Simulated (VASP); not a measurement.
# InAs (F-43m) in VASP: settings compared, part 2 of 2

VASP 6.6.1. Earlier steps stand in the parts before.

## (4) Relaxation of the atoms, r2SCAN (a relaxed cell with its volume scaled by 1.04)

Contents of INCAR:

```
  PREC = Accurate
  ENCUT = 600
  EDIFF = 1E-7
  ISMEAR = 0
  SIGMA = 0.03
  LREAL = False
  LASPH = True
  NELM = 80
  ALGO = Normal
  ISIF = 2
  LWAVE = False
  LCHARG = False
  METAGGA = R2SCAN
  LMIXTAU = True
  IBRION = 2
  NSW = 40
  EDIFFG = -0.01
```

Contents of KPOINTS:

```
regular mesh
0
Gamma
  10 10 10
```

Contents of POSCAR:

```
InAs                                    
1.0
    0.0000000000      3.0953344100      3.0953344100
    3.0953344100      0.0000000000      3.0953344100
    3.0953344100      3.0953344100      0.0000000000
  In              As            
     1     1
Direct
     0.0000000000000000    0.0000000000000000    0.0000000000000000
     0.2500000000000000    0.2500000000000000    0.2500000000000000
```

Potentials or basis: VASP PAW PBE potentials, release 64 (In_d, As).

Run with:

```console
> cat potpaw_PBE.64/In_d/POTCAR potpaw_PBE.64/As/POTCAR > POTCAR
> mpirun -np 1 vasp_std > vasp.out
```

OUTCAR:

```text
PREC = Accurate
   ENCUT = 600
   EDIFF = 1E-7
   ISMEAR = 0
   LREAL = False
   LASPH = True
   NELM = 80
   ISIF = 2
   METAGGA = R2SCAN
   IBRION = 2
   NSW = 40
   EDIFFG = -0.01

 ion  position               nearest neighbor table
   1  0.000  0.000  0.000-   2 2.68   2 2.68   2 2.68   2 2.68
   2  0.250  0.250  0.250-   1 2.68   1 2.68   1 2.68   1 2.68

  LATTYP: Found a face centered cubic cell.
 ALAT       =     6.1906688200

  Lattice vectors:

 A1 = (   0.0000000000,   3.0953344100,   3.0953344100)
 A2 = (   3.0953344100,   0.0000000000,   3.0953344100)
 A3 = (   3.0953344100,   3.0953344100,   0.0000000000)

Analysis of symmetry for initial positions (statically):
=====================================================================
 Subroutine PRICEL returns:
 Original cell was already a primitive cell.

 Routine SETGRP: Setting up the symmetry group for a
 face centered cubic supercell.

 Subroutine GETGRP returns: Found 24 space group operations
 (whereof 24 operations were pure point group operations)
 out of a pool of 48 trial point group operations.

The static configuration has the point symmetry T_d .

Analysis of symmetry for dynamics (positions and initial velocities):
=====================================================================
 Subroutine PRICEL returns:
 Original cell was already a primitive cell.

 Routine SETGRP: Setting up the symmetry group for a
 face centered cubic supercell.

 Subroutine GETGRP returns: Found 24 space group operations
 (whereof 24 operations were pure point group operations)
 out of a pool of 48 trial point group operations.

The dynamic configuration has the point symmetry T_d .

 Subroutine INISYM returns: Found 24 space group operations
 (whereof 24 operations are pure point group operations),
 and found     1 'primitive' translations

----------------------------------------------------------------------------------------

                                     Primitive cell

  volume of cell :      59.3134

  direct lattice vectors                    reciprocal lattice vectors
     0.000000000  3.095334410  3.095334410    -0.161533435  0.161533435  0.161533435
     3.095334410  0.000000000  3.095334410     0.161533435 -0.161533435  0.161533435
     3.095334410  3.095334410  0.000000000     0.161533435  0.161533435 -0.161533435

  length of vectors
     4.377463903  4.377463903  4.377463903     0.279784117  0.279784117  0.279784117

  position of ions in fractional coordinates (direct lattice)
     0.000000000  0.000000000  0.000000000
     0.250000000  0.250000000  0.250000000

  ion indices of the primitive-cell ions
   primitive index   ion index
                 1           1
                 2           2

----------------------------------------------------------------------------------------

 KPOINTS: regular mesh

Automatic generation of k-mesh.
 Grid dimensions read from file:
 generate k-points for:   10   10   10

 Generating k-lattice:

  Cartesian coordinates                     Fractional coordinates (reciprocal lattice)
    -0.016153344  0.016153344  0.016153344     0.100000000  0.000000000  0.000000000
     0.016153344 -0.016153344  0.016153344     0.000000000  0.100000000  0.000000000
     0.016153344  0.016153344 -0.016153344     0.000000000  0.000000000  0.100000000

  Length of vectors
     0.027978412  0.027978412  0.027978412

  Shift w.r.t. Gamma in fractional coordinates (k-lattice)
     0.000000000  0.000000000  0.000000000

 Subroutine IBZKPT returns following result:
 ===========================================

 Found     47 irreducible k-points:

 Following reciprocal coordinates:
            Coordinates               Weight
  0.000000  0.000000  0.000000      1.000000
  0.100000  0.000000  0.000000      8.000000
  0.200000  0.000000  0.000000      8.000000
  0.300000  0.000000  0.000000      8.000000
  0.400000  0.000000  0.000000      8.000000
  0.500000  0.000000  0.000000      4.000000
[... 16 lines left out ...]
  0.300000  0.300000  0.000000      6.000000
  0.400000  0.300000  0.000000     24.000000
 [... further k-points ...]
   k-points           NKPTS =     47   k-points in BZ     NKDIM =     47   number of bands    NBANDS=     13
   number of dos      NEDOS =    301   number of ions     NIONS =      2
   total plane-waves  NPLWV =  46656
   dimension x,y,z NGX =    36 NGY =   36 NGZ =   36
   dimension x,y,z NGXF=    72 NGYF=   72 NGZF=   72
   ions per type =               1   1
   NGX,Y,Z   is equivalent  to a cutoff of  13.67, 13.67, 13.67 a.u.
   NGXF,Y,Z  is equivalent  to a cutoff of  27.34, 27.34, 27.34 a.u.
 SYSTEM =  unknown system
   PREC   = accura    normal or accurate (medium, high low for compatibility)
   ISTART =      0    job   : 0-new  1-cont  2-samecut
   ICHARG =      2    charge: 1-file 2-atom 10-const
   ISPIN  =      1    spin polarized calculation?
   LNONCOLLINEAR =      F non collinear calculations
   LSORBIT =      F    spin-orbit coupling
   LASPH  =      T    aspherical Exc in radial PAW
   ENCUT  =  600.0 eV  44.10 Ry    6.64 a.u.   8.74  8.74  8.74*2*pi/ulx,y,z
   NELM   =     80;   NELMIN=  2; NELMDL= -5     # of ELM steps
   EDIFF  = 0.1E-06   stopping-criterion for ELM
   LREAL  =      F    real-space projection
   EDIFFG = -.1E-01   stopping-criterion for IOM
   NSW    =     40    number of steps for IOM
   IBRION =      2    ionic relax: 0-MD 1-quasi-New 2-CG
   NFREE  =      1    steps in history (QN), initial steepest desc. (CG)
   ISIF   =      2    stress and relaxation
   ISYM   =      2    0-nonsym 1-usesym 2-fastsym
   POTIM  = 0.5000    time-step for ionic-motion
   TEBEG  =    0.0;   TEEND  =   0.0 temperature during run
   PSTRESS=    0.0 pullay stress
   NELECT =      18.0000    total number of electrons
   NUPDOWN=      -1.0000    fix difference up-down
   EMIN   =  10.00;   EMAX   =-10.00  energy-range for DOS
   EFERMI =   0.00;   METHOD = LEGACY
   ISMEAR =     0;   SIGMA  =   0.03  broadening in eV -4-tet -1-fermi 0-gaus
   EFERMI_NEDOS =   21; number of points for ismear=-14 and -15
   IALGO  =     38    algorithm
   IMIX   =      4    mixing-type and parameters
     AMIX     =   0.40;   BMIX     =  1.00
     AMIX_MAG =   1.60;   BMIX_MAG =  1.00
  volume/ion in A,a.u.               =      29.66       200.13
  Fermi-wavevector in a.u.,A,eV,Ry     =   1.100140  2.078964 16.467251  1.210309
  Thomas-Fermi vector in A             =   2.236547
   LORBIT       =      0    0 simple, 1 ext, 2 COOP (PROOUT), +10 PAW based schemes
   METAGGA = R2SCAN    functional components
   LHFCALC =     F    Hartree Fock is set to
   AEXX    =    0.0000 exact exchange contribution
   IVDW    =     0    specifies the selected vdW correction
   LEPSILON=     F    determine dielectric tensor
   LRPA    =     F    only Hartree local field effects (RPA)
 conjugate gradient relaxation of ions
 non-spin polarized calculation
 Gauss-broadening in eV      SIGMA  =   0.03
  energy-cutoff  :      600.00
  volume of cell :       59.31
 maximum number of plane-waves:      2006
   NGX = 17   NGY = 17   NGZ = 17

 number of electron      17.9999997 magnetization

 Free energy of the ion-electron system (eV)
  ---------------------------------------------------
  ext. energy  EPLUGINS =         0.00000000
  ---------------------------------------------------
  free energy    TOTEN  =       -38.04742670 eV

  energy without entropy =      -38.04738042  energy(sigma->0) =      -38.04740356

 E-fermi :   3.5905     XC(G=0):  -9.3371

 val. band max:        3.5813749532   @ k =   0.0000   0.0000   0.0000
 cond. band min:       4.5894437243   @ k =   0.1000   0.0000   0.0000
 fundamental gap:      1.0080687710
 Fermi energy:         3.5905090448

 k-point     1 :       0.0000    0.0000    0.0000
  band No.  band energies     occupation
      1     -11.1382      2.00000
      2     -11.1382      2.00000
      3     -11.1382      2.00000
      4     -11.0197      2.00000
      5     -11.0197      2.00000
      6      -8.2753      2.00000
      7       3.4450      2.00000
      8       3.5814      1.33339
      9       3.5814      1.33338
     10       3.5814      1.33323
     11       7.8148      0.00000
     12       7.8148      0.00000
     13       7.8148      0.00000
[... 353 lines left out ...]
 k-point    24 :       0.4000    0.3000    0.0000
  band No.  band energies     occupation
      1     -11.2632      2.00000
      2     -11.0873      2.00000
      3     -11.0857      2.00000
      4     -11.0402      2.00000
      5     -11.0052      2.00000
      6      -6.9402      2.00000
      7      -1.2583      2.00000
      8       1.5505      2.00000
      9       1.7907      2.00000
     10       5.9555      0.00000
     11       6.5969      0.00000
     12      10.4743      0.00000
     13      11.2004      0.00000

 [... further k-points ...]
[... 5 lines left out ...]
  --------------------------------------------------------------------------------------
  -------------------------------------------------------------------------------------
  Total       -0.8190689     -0.8190689     -0.8190689      0.0000000      0.0000000      0.0000000
  in kB      -22.1247473    -22.1247473    -22.1247473      0.0000000      0.0000000      0.0000000
  external PRESSURE =     -22.1247473 kB  Pullay stress =       0.0000000 kB

 VOLUME and BASIS-vectors are now :
 -----------------------------------------------------------------------------
  energy-cutoff  :      600.00
  volume of cell :       59.31
      direct lattice vectors                 reciprocal lattice vectors
     0.000000000  3.095334410  3.095334410    -0.161533435  0.161533435  0.161533435
     3.095334410  0.000000000  3.095334410     0.161533435 -0.161533435  0.161533435
     3.095334410  3.095334410  0.000000000     0.161533435  0.161533435 -0.161533435

 POSITION                                       TOTAL-FORCE (eV/Angst)
 -----------------------------------------------------------------------------------
      0.00000      0.00000      0.00000         0.000000      0.000000      0.000000
      1.54767      1.54767      1.54767        -0.000000     -0.000000     -0.000000
 -----------------------------------------------------------------------------------
    total drift:                               -0.000002     -0.000002     -0.000002

  FREE ENERGIE OF THE ION-ELECTRON SYSTEM (eV)
  ---------------------------------------------------
  free  energy   TOTEN  =       -38.0474267000 eV

  energy  without entropy=      -38.0473804213  energy(sigma->0) =      -38.04740356

 reached required accuracy - stopping structural energy minimisation
```

It took 89 s on 1 thread of Intel Xeon 6975P-C (Granite Rapids), shared host; peak memory 0.25 GiB.

Results:

| Item | Value |
| --- | --- |
| Free energy | -38.0474 eV |
| Pressure after relaxing | -2.2 GPa |
| Band gap on the k mesh | none (metal or under the smearing width) |

Final structure:
```xyz
2
Lattice="0.0000 3.0953 3.0953 3.0953 0.0000 3.0953 3.0953 3.0953 0.0000" Properties=species:S:1:pos:R:3 pbc="T T T"
In    0.0000    0.0000    0.0000
As    1.5477    1.5477    1.5477
```

Caveat: the relaxation stopped at its first step, so nothing moved; the PAW data sets were made with another functional, which shifts forces and pressure a little.

## (5) Relaxation of the atoms, r2SCAN (a relaxed cell with its volume scaled by 1.06)

INCAR is that of step 4.

KPOINTS is that of step 4.

Contents of POSCAR:

```
InAs                                    
1.0
    0.0000000000      3.1150504473      3.1150504473
    3.1150504473      0.0000000000      3.1150504473
    3.1150504473      3.1150504473      0.0000000000
  In              As            
     1     1
Direct
     0.0000000000000000    0.0000000000000000    0.0000000000000000
     0.2500000000000000    0.2500000000000000    0.2500000000000000
```

Run with:

```console
> cat potpaw_PBE.64/In_d/POTCAR potpaw_PBE.64/As/POTCAR > POTCAR
> mpirun -np 1 vasp_std > vasp.out
```

Wall time 3.1 min (1 thread of Intel Xeon 6975P-C (Granite Rapids), shared host); peak memory 0.24 GiB.

Results (log left out):

```yaml
Free_energy: -38.0298 eV
Pressure_after_relaxing: -2.9 GPa
Band_gap_on_the_k_mesh: none (metal or under the smearing width)
```

Final structure:
```
CELL_PARAMETERS angstrom
0.00000 3.11505 3.11505
3.11505 0.00000 3.11505
3.11505 3.11505 0.00000
ATOMIC_POSITIONS crystal
In 0.00000 0.00000 0.00000
As 0.25000 0.25000 0.25000
```

Levels at points of the mesh, in eV from the Fermi level:
```tsv
k point	band 6	band 7	band 8	band 9	band 10	band 11	band 12	band 13
(0.00, 0.00, 0.00)	-11.75	-0.25	-0.01	-0.01	-0.01	4.21	4.21	4.21
(0.50, 0.00, 0.00)	-10.48	-5.45	-0.90	-0.90	1.09	4.97	4.97	7.11
(0.50, 0.50, 0.00)	-10.01	-5.57	-2.11	-2.11	1.95	2.30	9.22	9.29
```

Caveat: the relaxation stopped at its first step, so nothing moved; the PAW data sets were made with another functional, which shifts forces and pressure a little.

## (6) Relaxation of cell and atoms, PBEsol

This run uses another cell than the first one, of 27.49 Å³/atom, 0.964 times its volume.

Contents of INCAR:

```
SYSTEM = InAs
PREC     = Accurate       ! precision mode
ENCUT    = 600            ! plane-wave cutoff, eV
EDIFF    = 1E-6           ! SCF threshold, eV
ISMEAR   = 0              ! smearing method
SIGMA    = 0.03           ! smearing width, eV
LREAL    = .FALSE.        ! projectors in reciprocal space
LASPH    = .TRUE.         ! aspherical terms in the spheres
NELM     = 80             ! most SCF steps
ALGO     = Normal         ! electronic algorithm
ISIF     = 3              ! what is computed and relaxed
LWAVE    = .FALSE.        ! write WAVECAR
LCHARG   = .FALSE.        ! write CHGCAR
GGA      = PS             ! functional
IBRION   = 2              ! ionic algorithm
NSW      = 90             ! ionic steps
EDIFFG   = -0.01          ! ionic threshold
```

Contents of KPOINTS:

```
Automatic mesh
0
G
  10 10 10
  0 0 0
```

Contents of POSCAR:

```
InAs
1.0
    0.0000000000      3.0180000000      3.0180000000
    3.0180000000      0.0000000000      3.0180000000
    3.0180000000      3.0180000000      0.0000000000
In As
1 1
Direct
    0.0000000000      0.0000000000      0.0000000000
    0.2500000000      0.2500000000      0.2500000000
```

Potentials or basis: VASP PAW PBE potentials, release 64 (In_d, As).

Run with:

```console
> cat potpaw_PBE.64/In_d/POTCAR potpaw_PBE.64/As/POTCAR > POTCAR
> mpirun -np 1 vasp_std > vasp.out
```

Run time: 82 s. Hardware: 1 thread of AMD EPYC 7R13 (Zen 3), shared host; peak memory 0.21 GiB.

The run converged. Its results:

* Free energy: -8.4900 eV
* Relaxed volume: 28.25 Å³/atom
* Relaxed cell: a = 4.307 Å, b = 4.307 Å, c = 4.307 Å, α = 60.00°, β = 60.00°, γ = 60.00°
* Space group after relaxing (to 0.05 Å): F-43m (No. 216)
* Energy gained by relaxing: 3.7 meV/atom
* Ionic steps: 3
* Pressure after relaxing: 0.0 GPa
* Band gap on the k mesh: none (metal or under the smearing width)

Step by step:
| step | energy change (eV) | largest force (eV/Å) | pressure (GPa) | volume (Å³) |
| --- | --- | --- | --- | --- |
| 1 | 0.0000 | 0.0000 | 1.62 | 54.98 |
| 2 | -0.0059 | 0.0000 | -0.70 | 57.21 |
| 3 | -0.0075 | 0.0000 | 0.01 | 56.49 |

Final structure:
```
In As
1.0
     0.00000    3.04545    3.04545
     3.04545    0.00000    3.04545
     3.04545    3.04545    0.00000
In As
1 1
Direct
  0.00000 0.00000 0.00000
  0.25000 0.25000 0.25000
```

Levels at points of the mesh, in eV from the Fermi level:
```tsv
k point	band 7	band 8	band 9	band 10	band 11	band 12
(0.00, 0.00, 0.00)	-0.40	-0.01	-0.01	-0.01	3.84	3.84
(0.50, 0.00, 0.00)	-5.71	-0.97	-0.97	0.82	4.60	4.60
(0.50, 0.50, 0.00)	-5.80	-2.28	-2.28	1.47	1.97	8.93
```

Caveat: the PAW data sets were made with another functional, which shifts forces and pressure a little; this crystal is a semiconductor, whose small gap the functional closes, so the metal is an error of the method. Zero-point motion and thermal expansion aren't in these numbers.

## (7) Overview

| task | level | cell | gap on the mesh (eV) | pressure (GPa) |
| --- | --- | --- | --- | --- |
| relaxation of the atoms | r2SCAN | atoms relaxed | 0.08 | 0.0 |
| relaxation of the atoms | r2SCAN | atoms relaxed from: a relaxed cell with its volume scaled by 1.02 | none | -1.1 |
| relaxation of the atoms | r2SCAN | atoms relaxed from: a relaxed cell with its volume scaled by 1.04 | none | -2.2 |
| relaxation of the atoms | r2SCAN | atoms relaxed from: a relaxed cell with its volume scaled by 1.06 | none | -2.9 |
| relaxation of cell and atoms | PBEsol | relaxed | none | 0.0 |

Alike in all rows: potentials or basis VASP PAW PBE potentials, release 64 (In_d, As); no spin polarisation; k mesh 10 × 10 × 10; cutoff (eV) 600; smearing gaussian 0.03 eV.

Caveats: the PAW data sets were made with another functional, which shifts forces and pressure a little; the relaxation stopped at its first step, so nothing moved (some runs); spin-orbit coupling is left out, which moves the levels of the heavy elements (some runs); this crystal is a semiconductor, whose small gap the functional closes, so the metal is an error of the method (some runs).

Absolute energies hang on the potentials; compare differences alone.

## (8) Against experiment

Step 2. A measured gap of InAs is 0.418 eV (direct; 4.2 K; a printed reference work, data compilation); the calculated 0.08 eV misses it by -0.34 eV. Spin-orbit coupling on As, In is left out. The value is that of r2SCAN, without temperature or zero-point motion.
